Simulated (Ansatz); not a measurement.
# MoS2: a single-point run

The task is a single-point run on MoS2. The structure is shown as the input types it. The cell is built on a prototype (CdCl2 type) and needn't be the phase found in nature.

Program: Ansatz 0.2.0. Level of theory: density functional or hybrid calculation with the settings of its input, plane waves (as first typed). These are calculated values, not measurements.

4 further runs of the same task are left out: 1 for a known fault of the program, 3 that didn't finish.

## (1) Starting point

The structure is trigonal, space group R-3m (No. 166). Conventional cell: a = 3.193 Å, b = 3.193 Å, c = 18.232 Å, α = 90.00°, β = 90.00°, γ = 120.00°. Around Mo (site symmetry -3m) lie 6 S at 2.42 Å. S (site symmetry 3m) has 3 Mo at 2.42 Å as nearest neighbours.

As a file:

```
CELL_PARAMETERS angstrom
1.59653 0.92176 6.07723
-1.59653 0.92176 6.07723
0.00000 -1.84351 6.07723
ATOMIC_POSITIONS crystal
Mo 0.00000 0.00000 0.00000
S 0.24743 0.24743 0.24743
S 0.75257 0.75257 0.75257
```

## (2) Input and run

File input.yaml:

```yaml
crystal:
  lattice:
    - [1.5965300489, 0.9217570535, 6.0772313985]
    - [-1.5965300489, 0.9217570535, 6.0772313985]
    - [0.0, -1.843514107, 6.0772313985]
  atoms:
    - { symbol: Mo, position: [0.0, 0.0, 0.0] }
    - { symbol: S, position: [0.2474267338, 0.2474267338, 0.2474267338] }
    - { symbol: S, position: [0.7525732662, 0.7525732662, 0.7525732662] }
kpoints:
  mp_grid: { grid: [6, 6, 6] }
hamiltonian:
  xc: pbe
scf:
  occupations: { method: fermi_dirac, width: 0.02 }
  n_extra_bands: 4
output:
  forces: true
  stress: true
  eigenvalues: true
magnetization:
  spin_orbit: true
```

Started as:

```console
$ ansatz run input.yaml --threads 4 --pin off --max-ram 3686MiB --backend cpu --events-out ev --progress --plain --runs-dir out
```

Q: Will this input give a usable result? If not, why, and what should change?

Nothing was computed: the input was turned down at the start. Its message: «inconsistent input (magnetization.spin_orbit, magnetization.noncollinear): true requires noncollinear: true — spin–orbit coupling acts on 2-spinor wavefunctions; set both flags»

Look at the input: magnetization.spin_orbit is true. Spin-orbit coupling was asked of a set-up that can't carry it.

Fix: delete magnetization.spin_orbit (the default then holds).
